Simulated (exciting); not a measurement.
The system is Ag.

```
Ag
1.0
     0.00000    2.04275    2.04275
     2.04275    0.00000    2.04275
     2.04275    2.04275    0.00000
Ag
1
Cartesian
  0.0000 0.0000 0.0000
```

```yaml
Program: exciting (release sodium)
Task: single point
Functional: PBEsol
Potentials_or_basis: all-electron LAPW+lo, shipped species files, valence relativity iora*
rgkmax: 9
k_mesh: 11 × 11 × 11
Occupations: fermi-dirac, width 0.05 eV
Spin: no spin polarisation
gmaxvr_cutoff_of_density_and_potential: 14 1/bohr
lmaxapw_and_lmaxmat: 10
lmaxvr: 8
nempty: 12
Valence_relativity: iora*
epsengy: 1e-05 Ha
epspot: 1e-05 Ha
maxscl: 60
Muffin-tin_radii: Ag 2.3 bohr
```

On this cell: band gap on the k mesh none (metal or under the smearing width).

The same run follows on a disturbed copy (cell strained at random at fixed volume):

```
Ag
1.0
    -0.00622    2.03863    2.06720
     2.01497    0.04695    2.01403
     2.08560    2.05608   -0.02368
Ag
1
Direct
  0.00221 0.02855 0.98957
```

What changes?

The energy (extrapolated to zero smearing) moves by +6.4 meV/atom; band gap on the k mesh none (metal or under the smearing width).

Caveats: the free energy is that total less TS from the occupations.
